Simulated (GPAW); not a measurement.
# La2O3 (P-62m) in GPAW: notebook

One crystal, La2O3, is run at these levels: LDA; tasks: band structure, equation of state.

Program: GPAW 26.7.0. These are calculated values, not measurements. Logs are shortened: lines on timing, memory, paths and dates and some standing lists are left out, and cuts for length are marked. The log counts tension as positive stress, the text compression.

### Step 1. The crystal as given

The structure is hexagonal, space group P-62m (No. 189). Conventional cell: a = 6.267 Å, b = 6.267 Å, c = 3.300 Å, α = 90.00°, β = 90.00°, γ = 120.00°. La (site symmetry -6) is surrounded by 6 O at 2.45 Å. O (site symmetry m2m) is surrounded by 4 La at 2.45 Å.

The cell comes from a database or a generator and needn't be the stable form of this composition.

### Step 2. Band structure, LDA

run.py

```python
from ase import Atoms
from ase.dft.bandgap import bandgap
from ase.io import write
from ase.units import GPa
from gpaw import GPAW, PW

atoms = Atoms(['La', 'La', 'O', 'O', 'O'],
              cell=[[6.2667802772, 0.0, 0.0],
                    [-3.1333901386, 5.42719092, 0.0],
                    [0.0, 0.0, 3.299766]],
              scaled_positions=[[0.6666666667, 0.3333333333, 0.5],
                                [0.3333333333, 0.6666666667, 0.5],
                                [0.50801399, 0.0, 0.0],
                                [0.0, 0.50801399, 0.0],
                                [0.49198601, 0.49198601, 0.0]],
              pbc=True)

calc = GPAW(mode=PW(800),
            xc='LDA',
            kpts={'size': (4, 4, 5), 'gamma': True},
            occupations={'name': 'fermi-dirac', 'width': 0.05},
            nbands=42,
            convergence={'density': 1e-05, 'energy': 1e-05},
            maxiter=150,
            txt='gpaw.txt')
atoms.calc = calc
energy = atoms.get_potential_energy()
forces = atoms.get_forces()
stress = atoms.get_stress()
calc.write('gs.gpw')
write('result.traj', atoms)
print(f'Energy: {energy:.6f} eV')
print('Forces (eV/A):')
print(forces.round(4))
print('Stress (GPa):', (stress / GPa).round(3))
print('Fermi level:', round(calc.get_fermi_level(), 4), 'eV')
print(f'Gap: {bandgap(calc)[0]:.4f} eV, direct: {bandgap(calc, direct=True)[0]:.4f} eV')

path = atoms.cell.bandpath('GMKGALHA,LM,KH', npoints=60, eps=1e-4)
bs_calc = calc.fixed_density(kpts=path, symmetry='off', nbands=65,
                             convergence={'bands': 'CBM+6.0', 'eigenstates': 1e-6}, txt='bands.txt')
bs = bs_calc.band_structure()
bs.write('bs.json')
print(f'Gap on the path: {bandgap(bs_calc)[0]:.4f} eV')
```

Potentials or basis: the program's PAW data sets (release 1.2.1) made for this functional, pw.

Launch:

```console
$ OMP_NUM_THREADS=1 python run.py
```

gpaw.txt:

```text
__  _  _
 | _ |_)|_||  |
 |__||  | ||/\| - 26.7.0

Input parameters:
  mode=PW(ecut=800.0),
  convergence={'density': 1e-05, 'energy': 1e-05},
  kpts=MonkhorstPack(size=(4, 4, 5), gamma=True),
  maxiter=150,
  nbands=42,
  occupations=Occupations(name='fermi-dirac', width=0.05),
  xc=XC(name='LDA')

Diagonalizing LCAO Hamiltonian
Converting LCAO to pw mode

              La
                    La
         O       O

                   O

Atoms  # Å, Bohr magnetons
|   | symbol |         x |        y |        z |    initial magnetic moments |
|---|--------|-----------|----------|----------|-----------------------------|
| 0 |     La |  3.133390 | 1.809064 | 1.649883 | ( 0.0000,  0.0000,  0.0000) |
| 1 |     La | -0.000000 | 3.618127 | 1.649883 | ( 0.0000,  0.0000,  0.0000) |
| 2 |      O |  3.183612 | 0.000000 | 0.000000 | ( 0.0000,  0.0000,  0.0000) |
| 3 |      O | -1.591806 | 2.757089 | 0.000000 | ( 0.0000,  0.0000,  0.0000) |
| 4 |      O |  1.541584 | 2.670102 | 0.000000 | ( 0.0000,  0.0000,  0.0000) |

Unit cell  # Å
| periodic |         x |        y |        z |  lengths |     angles |
|----------|-----------|----------|----------|----------|------------|
|      yes |  6.266780 | 0.000000 | 0.000000 | 6.266780 |  90.000000 |
|      yes | -3.133390 | 5.427191 | 0.000000 | 6.266780 |  90.000000 |
|      yes |  0.000000 | 0.000000 | 3.299766 | 3.299766 | 120.000000 |

Number of symmetries: 12
Symmetry operations  # r_c * U_cc + t_c -> r_c
|    | kind |            matrix            |
|----|------|------------------------------|
|  0 |  E   |  1, 0, 0,  0, 1, 0,  0, 0, 1 |
|  1 |  σ   |  1, 0, 0,  0, 1, 0,  0, 0,-1 |
|  2 |  σ   |  1, 0, 0, -1,-1, 0,  0, 0, 1 |
|  3 |  C2  |  1, 0, 0, -1,-1, 0,  0, 0,-1 |
|  4 |  σ   |  0, 1, 0,  1, 0, 0,  0, 0, 1 |
|  5 |  C2  |  0, 1, 0,  1, 0, 0,  0, 0,-1 |
|  6 |  C3  |  0, 1, 0, -1,-1, 0,  0, 0, 1 |
|  7 |  S3  |  0, 1, 0, -1,-1, 0,  0, 0,-1 |
|  8 |  C3  | -1,-1, 0,  1, 0, 0,  0, 0, 1 |
|  9 |  S3  | -1,-1, 0,  1, 0, 0,  0, 0,-1 |
| 10 |  σ   | -1,-1, 0,  0, 1, 0,  0, 0, 1 |
| 11 |  C2  | -1,-1, 0,  0, 1, 0,  0, 0,-1 |

BZ-sampling:
  Number of BZ points: 80
  Number of IBZ points: 12

  Monkhorst-Pack size: [4, 4, 5]
  Monkhorst-Pack shift: [0.125, 0.125, 0.0]

K-points  # in reciprocal-cell coordinates
|     |                                coordinates |     weight |
|-----|--------------------------------------------|------------|
|   0 | (  0.00000000,   0.00000000,   0.00000000) | 0.01250000 |
|   1 | (  0.00000000,   0.00000000,   0.20000000) | 0.02500000 |
|   2 | (  0.00000000,   0.00000000,   0.40000000) | 0.02500000 |
|   3 | (  0.25000000,   0.00000000,   0.00000000) | 0.07500000 |
|   4 | (  0.25000000,   0.00000000,   0.20000000) | 0.15000000 |
|   5 | (  0.25000000,   0.00000000,   0.40000000) | 0.15000000 |
|   6 | (  0.50000000,   0.25000000,   0.00000000) | 0.07500000 |
|   7 | (  0.50000000,   0.25000000,   0.20000000) | 0.15000000 |
|   8 | (  0.50000000,   0.25000000,   0.40000000) | 0.15000000 |
|   9 | (  0.50000000,   0.50000000,   0.00000000) | 0.03750000 |
| ... |                                            |            |
|  11 | (  0.50000000,   0.50000000,   0.40000000) | 0.07500000 |

Plane wave coefficients: 5791
Cutoff: 800.0 eV

Spin-components: 1 (collinear spins)
Bands:           42
Projectors:      31
Spin-degeneracy: 2
Datatype:        complex128

Parallelization:
  kpt:    1
  domain: 1
  band:   1

Density:
  Valence electrons: 40.0
  Components: 1
  Grid points: [42 42 24]
  Charge: 0.0  # |e|

Potential:
  Grid points: [42 42 24]

species:
  La:
    name:    Lanthanum
    Z:       57.0
    valence: 11
    core:    46
    charge:  0.0  # [|e|]
    compensation charges:
      type: gauss
      rc: 0.35  # [Å]
      lmax: 2
    cutoffs:
      filter: 1.17  # [Å]
      core: 2.19  # [Å]
    projectors
    | kind |    occ | energy [eV] | rcut [Å] |
    |------|--------|-------------|----------|
    |   5s |  2.000 |     -39.071 |    1.164 |
    |   6s |  2.000 |      -3.813 |    1.164 |
    |   5p |  6.000 |     -22.478 |    1.164 |
    |   6p |  0.000 |      -1.412 |    1.164 |
    |   5d |  1.000 |      -3.204 |    1.164 |
    |   4f |  0.000 |      -4.581 |    1.164 |
    |    d |        |      24.008 |    1.164 |
    |    f |        |      22.631 |    1.164 |

    Using partial waves for La as LCAO basis

  O:
    name:    Oxygen
    Z:       8.0
    valence: 6
    core:    2
    charge:  0.0  # [|e|]
    compensation charges:
      type: gauss
      rc: 0.21  # [Å]
      lmax: 2
    cutoffs:
      filter: 1.17  # [Å]
      core: 0.83  # [Å]
    projectors
    | kind |    occ | energy [eV] | rcut [Å] |
    |------|--------|-------------|----------|
    |   2s |  2.000 |     -23.752 |    0.688 |
    |   2p |  4.000 |      -9.195 |    0.598 |
    |    s |        |       3.459 |    0.688 |
    |    p |        |      18.016 |    0.598 |
    |    d |        |       0.000 |    0.619 |

    Using partial waves for O as LCAO basis

Reference energy: -467960.970027  # eV

eigensolver:
  PPCG
  Converge bands: occupied
  niter=2

density mixing:
  MSR1-Mixer
  Pratt-step length: 0.05
  Maximum mixing coefficient: 0.75
  Old densities: 10
  SVD Regularization: 0.005
  Good broyden scale: 1.0
  Trust region scale: 1.0
  Backstep threshold: 4.0
  History deletion threshold: 6.0
  Fourier metric: weight=20.0, sigma=0.015

occupation numbers:
  Fermi-Dirac:
    width: 0.0500  # eV

poisson solver:
  ecut: 6400.0  # eV

xc functional:
  name: None

convergence criteria:
- Maximum integral of absolute [dens]ity change: 1e-05 electrons / valence electron
- Maximum [total energy] change in last 3 cyles: 1e-05 eV / valence electron
- Maximum integral of absolute [eigenst]ate change: 4e-08 eV^2 / valence electron
maximum number of iterations: 150

SCF iterations
|iter     | |      energy | eigst |  dens |
|---------|-|-------------|-------|-------|
|iter:   1| |  -50.161486 | +0.25 |       |
|iter:   2| |  -48.489089 | -0.72 | -0.84 |
|iter:   3| |  -44.830859 | +0.05 | -0.90 |
|iter:   4| |  -44.720895 | -1.49 | -1.36 |
|iter:   5| |  -44.676495 | -1.88 | -1.59 |
|iter:   6| |  -44.674928 | -2.65 | -2.31 |
|iter:   7| |  -44.675114 | -4.29 | -2.83 |
|iter:   8| |  -44.675113c| -5.18 | -3.56 |
|iter:   9| |  -44.675114c| -6.41 | -4.12 |
|iter:  10| |  -44.675114c| -7.57c| -4.89 |
|iter:  11| |  -44.675114c| -8.16c| -5.56c|

Converged in 11 steps
Energy contributions relative to reference atoms: (reference = -467960.970027)

Energy contributions:
  Kinetic:          55.296982
  Coulomb:         -53.611711
  Zero:             -0.424428
  External:          0.000000
  Xc:              -45.935957
  Entropy:          -0.000000
  Spinorbit:         0.000000
  ----------------------------
  Free energy:     -44.675114
  Extrapolated:    -44.675114

dipole moment: (-8.779335, -15.206254, -27.736480)  # |e|*Ang

Fermi level: 5.135
Eigenvalues  # (at kpt = [0.000, 0.000, 0.000])
| band index |      eig [eV] | occ [0-2] |
|------------|---------------|-----------|
|          0 |       -25.957 |     2.000 |
|        ... |               |           |
|         12 |         2.276 |     2.000 |
|         13 |         2.276 |     2.000 |
|         14 |         2.564 |     2.000 |
|         15 |         2.564 |     2.000 |
|         16 |         3.528 |     2.000 |
|         17 |         3.528 |     2.000 |
[... 8 lines left out ...]
|         26 |         9.297 |     0.000 |
|         27 |         9.321 |     0.000 |
|        ... |               |           |
|         41 |        12.220 |     0.000 |

Gap: 1.638 eV
Transition (v -> c):
  (s=0, k=2, n=19, [0.00, 0.00, 0.40]) -> (s=0, k=0, n=20, [0.00, 0.00, 0.00])
Direct/indirect transitions are different
Direct gap: 1.900 eV
Transition at: (s=0, k=0, n=19, [0.00, 0.00, 0.00])

Forces  # eV/Ang
|        x |        y |       z |
|----------|----------|---------|
|  0.00000 |  0.00000 | 0.00000 |  # La   0
| -0.00000 | -0.00000 | 0.00000 |  # La   1
| -0.07157 |  0.00000 | 0.00000 |  # O    2
|  0.03579 | -0.06198 | 0.00000 |  # O    3
|  0.03579 |  0.06198 | 0.00000 |  # O    4

Stress tensor  # eV/Ang^3
|         x |         y |        z |
|-----------|-----------|----------|
|  0.009302 | -0.000000 | 0.000000 |
| -0.000000 |  0.009302 | 0.000000 |
|  0.000000 |  0.000000 | 0.037398 |

# Writing to gs.gpw (mode='')
```

It took 6.8 min on 1 thread of Arm Neoverse V1, shared host; peak memory 0.84 GiB.

What came out:

* Free energy: -44.6751 eV
* Pressure: -3.0 GPa
* Largest force: 0.072 eV/Å
* Band gap on the k mesh: 1.64 eV, indirect (least direct gap 1.90 eV)
* Band gap along the path: 1.38 eV, indirect (least direct gap 1.90 eV)

Forces on the atoms (eV/Å):
```
La   0.000  0.000  0.000
La   0.000  0.000  0.000
O   -0.072  0.000  0.000
O    0.036 -0.062  0.000
O    0.036  0.062  0.000
```

Levels at the corners of the path, in eV from the valence-band top:
```csv
point,band 16,band 17,band 18,band 19,band 20,band 21,band 22,band 23,band 24,band 25
Γ,-1.99,-1.02,-1.02,-0.73,-0.52,1.38,3.35,3.93,3.93,4.73
M,-1.75,-1.70,-1.20,-1.16,-0.97,2.58,3.40,4.21,4.26,4.30
K,-1.46,-1.46,-1.40,-1.40,-1.00,3.09,3.09,4.09,4.42,4.42
Γ,-1.99,-1.02,-1.02,-0.73,-0.52,1.38,3.35,3.93,3.93,4.73
A,-1.50,-1.21,-1.21,-0.34,0.00,4.18,4.26,4.30,4.30,4.31
L,-1.83,-1.62,-1.43,-0.70,-0.65,4.15,4.33,4.34,4.39,4.48
H,-1.76,-1.76,-1.69,-0.73,-0.73,4.36,4.36,4.37,4.38,4.38
A,-1.50,-1.21,-1.21,-0.34,0.00,4.18,4.26,4.30,4.30,4.31
L,-1.83,-1.62,-1.43,-0.70,-0.65,4.15,4.33,4.34,4.39,4.48
M,-1.75,-1.70,-1.20,-1.16,-0.97,2.58,3.40,4.21,4.26,4.30
K,-1.46,-1.46,-1.40,-1.40,-1.00,3.09,3.09,4.09,4.42,4.42
H,-1.76,-1.76,-1.69,-0.73,-0.73,4.36,4.36,4.37,4.38,4.38
```

Caveat: one-centre terms of the f shell are cut off; spin-orbit coupling is left out, which moves the levels of the heavy elements; the mesh misses the band edges, which the band path finds closer together.

(Part 1 of 2 ends here.)
